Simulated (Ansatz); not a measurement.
## Convergence of AlNi with the plane-wave cutoff

Computed with DFT r2SCAN, scalar-relativistic, plane waves, PAW (Ansatz 0.2.0).

```
Al Ni
1.0
     1.92002   -1.94256   -0.00378
     1.95123    1.97354    0.02550
     0.01736    0.02323    3.17529
Al Ni
1 1
Direct
  0.99577 0.02035 0.99188
  0.50005 0.49469 0.49629
```

```
Γ-centred k-mesh               : 10×10×10
occupation rule                : Gaussian smearing, 0.1 eV
spin treatment                 : unpolarised
valence charge of the PAW sets : Al 3, Ni 18
```

The atoms stay fixed while the plane-wave cutoff is varied. ΔE is the energy extrapolated to zero smearing, less that of the reference run (600 eV). The cell was strained and its atoms displaced at random, so that forces don't vanish. Pressure is positive in compression and holds a correction for the finite cutoff (Pulay stress).

Times are rough; the reference took 52 s on 1 thread of Arm Neoverse V1 (shared host), peak memory 0.65 GiB.

(1) One run gave ΔE = 0.89 meV/atom and P = -2.97 GPa. Which plane-wave cutoff did it use, of 200, 250, 300, 350, 500?

Results:

(1) 500 eV. All runs:

```
cutoff (eV)  ΔE (meV/atom) P (GPa) largest change of a force component (eV/Å) plane waves at Γ  wall time (s)
        200           7645     3.56                                       0.150               153             14
        250           1245    -1.09                                       0.075               213             18
        300            151    -2.02                                       0.003               277             19
        350           13.9    -2.86                                       0.003               367             28
        500           0.89    -2.97                                       0.000               597             38
        600           0.00    -2.96                                       0.000               813             52
```